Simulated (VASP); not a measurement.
Si:

```
CELL_PARAMETERS angstrom
2.62054 0.00000 0.00000
-1.31027 2.26946 0.00000
0.00000 0.00000 2.46635
ATOMIC_POSITIONS crystal
Si 0.00000 0.00000 0.00000
```

This isn't the form of Si at room conditions, which is diamond.

* Program: VASP 6.6.1
* Task: relaxation of cell and atoms
* Functional: PBE
* Potentials or basis: VASP PAW PBE potentials, release 64 (Si)
* Cutoff: 600 eV
* k mesh: 18 × 18 × 15
* Occupations: methfessel-paxton, width 0.1 eV
* Spin: no spin polarisation

At the start: pressure 3.1 GPa; volume 14.67 Å³/atom.

Where does the relaxation end?

Over 5 steps the energy falls by 4.1 meV/atom and the volume is 15.08 Å³/atom (+2.8 %); space group P6/mmm (No. 191, to 0.05 Å).

Step by step:
```csv
step,energy change (eV),largest force (eV/Å),pressure (GPa),volume (Å³)
1,0.0000,0.0000,3.12,14.67
2,-0.0031,0.0000,-1.44,15.28
3,-0.0040,0.0000,-0.02,15.08
4,-0.0040,0.0000,-0.05,15.09
5,-0.0041,0.0000,-0.05,15.08
```

Final structure:
```cif
data_structure
_symmetry_space_group_name_H-M 'P 1'
_symmetry_Int_Tables_number 1
_cell_length_a 2.6408
_cell_length_b 2.6408
_cell_length_c 2.4973
_cell_angle_alpha 90.000
_cell_angle_beta 90.000
_cell_angle_gamma 120.000
_cell_volume 15.08
loop_
_atom_site_label
_atom_site_type_symbol
_atom_site_fract_x
_atom_site_fract_y
_atom_site_fract_z
_atom_site_occupancy
Si1 Si 0.00000 0.00000 0.00000 1
```
